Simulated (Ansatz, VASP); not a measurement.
## MgO2: VASP beside Ansatz

```
CELL_PARAMETERS angstrom
1.57896 0.91161 3.45939
-1.57896 0.91161 3.45939
0.00000 -1.82322 3.45939
ATOMIC_POSITIONS crystal
Mg 0.00000 0.00000 0.00000
O 0.42909 0.42909 0.42909
O 0.57091 0.57091 0.57091
```

Alike in both runs: functional r2SCAN; k mesh 6 × 6 × 6; occupations gaussian, width 0.1 eV; no spin polarisation.

Ansatz relaxed the structure, and its values are those at the end. VASP's run is a single point on that final structure, the one shown.

|  | VASP | Ansatz |
| --- | --- | --- |
| version | VASP 6.6.1 | Ansatz 0.2.0 |
| potentials or method | VASP PAW PBE potentials, release 64 (Mg, O) | scalar-relativistic, plane waves, PAW |
| plane-wave cutoff (eV) | 520 | 500 |
| valence electrons in the cell | 14 | 22 |

|  | VASP | Ansatz | Ansatz less VASP |
| --- | --- | --- | --- |
| gap on the k mesh at the Fermi level (eV) | 3.14 | 3.17 | +0.033 |
| least direct gap on the mesh (eV) | 3.14 | 3.17 | +0.033 |
| pressure (GPa) | -0.2 | 0.1 | +0.29 |
| rms of the force components (eV/Å) | 0.142 | 0.004 | -0.1379 |

The two sets of potentials don't hold the same shells in valence.

Caveats: the PAW data sets were made with another functional, which shifts forces and pressure a little (VASP). A k mesh can miss the band edges. r2SCAN opens gaps a little over a GGA but as a rule still falls short of measured ones.
